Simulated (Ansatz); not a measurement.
# Lu: the cost of one run

Computed with Ansatz 0.2.0 (DFT PBE, scalar-relativistic, plane waves, PAW, unless a step's input says otherwise).

1 further run of the same task is left out (it didn't finish).

## Step 1: The system as given

It takes space group Fd-3m (No. 227, cubic). The conventional cell has a = 7.045 Å, b = 7.045 Å, c = 7.045 Å, α = 90.00°, β = 90.00°, γ = 90.00°. Lu (site symmetry -43m) has 4 Lu at 3.05 Å in its first shell of neighbours.

Structure file:

```
Lu
1.0
     0.00000    3.52267    3.52267
     3.52267    0.00000    3.52267
     3.52267    3.52267    0.00000
Lu
2
Direct
  0.00000 0.00000 0.00000
  0.25000 0.25000 0.25000
```

The cell is invented: random cell by space group and Wyckoff sites (Fd-3m, No. 227). Lengths come from tabulated atomic sizes and are only a guess.

## Step 2: The guess as it stands, on a coarse mesh

input.yaml reads:

```yaml
crystal:
  lattice:
    - [0.0, 3.52266681, 3.52266681]
    - [3.52266681, 0.0, 3.52266681]
    - [3.52266681, 3.52266681, 0.0]
  atoms:
    - { symbol: Lu, position: [0.0, 0.0, 0.0] }
    - { symbol: Lu, position: [0.25, 0.25, 0.25] }
basis:
  ecutwfc: 420
kpoints:
  mp_grid: { grid: [4, 4, 4] }
hamiltonian:
  xc: pbe
scf:
  occupations: { method: gaussian, width: 0.1 }
  lower_state_search: "off"
output:
  forces: true
  stress: true
  eigenvalues: true
```

Run with:

```console
ansatz run input.yaml --threads 1 --pin off --max-ram 2560MiB --backend cpu --events-out ev --progress --plain --runs-dir out
```

What time and memory should one allow on 1 thread of Intel Xeon at 2.50GHz (Skylake/Cascade Lake), shared host?

About 3.8 s, with a peak of 0.35 GiB.
